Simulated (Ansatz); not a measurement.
## InSe: moving Se off its site

InSe, C2/m, a = 11.750 Å, b = 4.111 Å, c = 4.564 Å, β = 110.6°. This isn't the usual stable structure of the compound. Ansatz: PBEsol, PAW, 420 eV, Γ-centred 8×8×6 mesh on 4 atoms, Gaussian smearing 0.05 eV; no spin polarisation.

```yaml
crystal:
  lattice:
    - [5.87493, -2.05527, -0.00529]
    - [5.87493, 2.05527, -0.00529]
    - [-1.60512, 0.00000, 4.27209]
  atoms:
    - { symbol: In, position: [0.88580, 0.88580, 0.02905] }
    - { symbol: In, position: [0.11420, 0.11420, 0.97095] }
    - { symbol: Se, position: [0.65472, 0.65472, 0.63749] }
    - { symbol: Se, position: [0.34528, 0.34528, 0.36251] }
```

Atom 3 (Se) moves by x along the unit vector (0.781, 0.000, 0.625), with its periodic images; all else is held. y is the free energy of the cell over the start, F the force along the path summed over the moved atoms.

| x (Å) | y (meV) | F (eV/Å) |
| --- | --- | --- |
| -0.300 | ? | ? |
| -0.240 | 134.4 | 1.00 |
| -0.180 | 79.9 | 0.81 |
| -0.060 | 10.0 | 0.32 |
| 0.000 | 0.0 | 0.00 |
| 0.120 | 49.4 | -0.88 |
| 0.240 | 229.5 | -2.21 |
| 0.300 | 388.4 | -3.11 |

Problem. Fit y = c2 x² + c3 x³ + c4 x⁴ to the energies of the other rows, give the force constant, and predict energy and force of the missing row.

Solution. Least squares on the rows shown. y = 2955.5 x² + 3444.6 x³ + 3609.9 x⁴. The force constant is 2 c2 = 5.91 eV/Å² (for all images moving together, not for a lone atom). The force −dy/dx at the missing row is 1.23 eV/Å (computed 1.16). At x = -0.300 the fit asked for gives 202.2 meV. The run gave 199.4 meV, so the fit is 2.8 meV too high, a small miss on the scale of the series.

Cost: 8 runs of about 5 core-minutes in all, on Intel Xeon Processor @ 2.70GHz (shared hosts).